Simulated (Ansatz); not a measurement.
## Polymorphs of GeSb₂Te₄

These are results of DFT PBE, scalar-relativistic, plane waves, PAW (Ansatz 0.2.0), not measurements. All cells share a 420 eV cutoff and Γ-centred k meshes spaced at most 0.3 Å⁻¹ (0.19 for metals, 2π included).

Temperature and zero-point effects are left out. Only the structures computed here compete, so a lower one can exist. For metals, differences of a few meV/atom aren't resolved. No dispersion correction is applied, so the spacing between layers, chains or molecules is poorly fixed, and with it the volume and density (GeSb2Te4 R3m). Spin–orbit coupling is left out. No run is spin-polarised.

```json
{"#": "1", "started from": "database cell", "space group": "R3m (No. 160)", "atoms": "7", "V (Å³/atom)": "32.3", "ΔE (meV/atom)": "0", "gap on mesh (eV)": "0.33"}
{"#": "2", "started from": "database cell", "space group": "I-4m2 (No. 119)", "atoms": "7", "V (Å³/atom)": "32.4", "ΔE (meV/atom)": "100", "gap on mesh (eV)": "0.00"}
{"#": "3", "started from": "database cell", "space group": "R-3m (No. 166)", "atoms": "7", "V (Å³/atom)": "30.5", "ΔE (meV/atom)": "114", "gap on mesh (eV)": "0.00"}
```

The lowest structure: Space group R3m (No. 160), trigonal, a = 4.298 Å, c = 42.391 Å. Ge has 3 Te at 2.85 Å and 3 Te at 3.32 Å; around Sb on Wyckoff site a (1 atom of the primitive cell) lie 3 Te at 3.01 Å and 3 Te at 3.22 Å; around Sb on Wyckoff site a (1 atom of the primitive cell) lie 6 Te at 3.03–3.17 Å; Te on Wyckoff site a (1 atom of the primitive cell) is coordinated by 3 Ge at 2.85 Å; Te on Wyckoff site a (1 atom of the primitive cell) has 3 Sb at 3.01 Å. Its energy against the elements is -0.107 eV/atom. Energies over the elements count from the lowest elemental structures computed at the same level, with no empirical corrections.

Space group R3m:H (No. 160). a = 4.298 Å, b = 4.298 Å, c = 42.391 Å, α = 90.00°, β = 90.00°, γ = 120.00°
```csv
atom,site,symmetry,x,y,z
Ge,3a,3m,0.3333,0.6667,0.0954
Sb,3a,3m,0.3333,0.6667,0.2407
Sb,3a,3m,0.0000,0.0000,0.0023
Te,3a,3m,0.0000,0.0000,0.1286
Te,3a,3m,0.6667,0.3333,0.2004
Te,3a,3m,0.0000,0.0000,0.2891
Te,3a,3m,0.6667,0.3333,0.0435
```

The second: Space group I-4m2 (No. 119), tetragonal, a = 6.116 Å, c = 12.137 Å. Ge has 6 Te at 2.99–3.06 Å; Sb on Wyckoff site b (1 atom of the primitive cell) has 6 Te at 3.06–3.08 Å; Sb on Wyckoff site d (1 atom of the primitive cell) has 6 Te at 3.06–3.08 Å; Te on Wyckoff site f (2 atoms of the primitive cell) is coordinated by 2 Ge at 3.06 Å and 3 Sb at 3.06–3.08 Å.